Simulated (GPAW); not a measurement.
Crystal: Cu.

```
CELL_PARAMETERS angstrom
2.53410 0.00000 0.00000
-1.26705 2.19459 0.00000
0.00000 0.00000 4.11257
ATOMIC_POSITIONS crystal
Cu 0.66667 0.33333 0.75000
Cu 0.33333 0.66667 0.25000
```

This isn't the form of Cu at room conditions, which is fcc.

| Item | Value |
| --- | --- |
| Program | GPAW 26.7.0 |
| Task | single point |
| Functional | PBE |
| Potentials or basis | GPAW PAW data sets (gpaw-data 1.2.1) |
| Cutoff | 600 eV |
| Basis | pw |
| k mesh | 12 × 12 × 7 |
| Occupations | fermi-dirac, width 0.05 eV |
| Spin | no spin polarisation |

On this cell: pressure 8.9 GPa; largest force under 0.003 eV/Å; band gap on the k mesh none (metal or under the smearing width).

The same run follows on a disturbed copy (atoms moved at random, drawn with an rms of 0.05 Å):

```xyz
2
Lattice="2.5341 0.0000 0.0000 -1.2670 2.1946 0.0000 0.0000 0.0000 4.1126" Properties=species:S:1:pos:R:3 pbc="T T T"
Cu    1.2532    0.7689    3.0594
Cu    0.0536    1.4636    1.0227
```

**Question.** What changes?

**Answer.** The energy (extrapolated to zero smearing) moves by +3.2 meV/atom; pressure 9.0 GPa; largest force 0.218 eV/Å; band gap on the k mesh none (metal or under the smearing width).

Forces in eV/Å, atoms in the order of the input:
```
Cu   0.114 -0.063  0.175
Cu  -0.114  0.063 -0.174
```

Stress tensor (GPa, compression positive):
```
 9.26 -0.93  0.11
-0.93  8.25 -0.06
 0.11 -0.06  9.55
```

Caveats: with this Cu data set, volumes or pressures lay over 1.5 % or 2 GPa off other programs in two to four cells of ten.
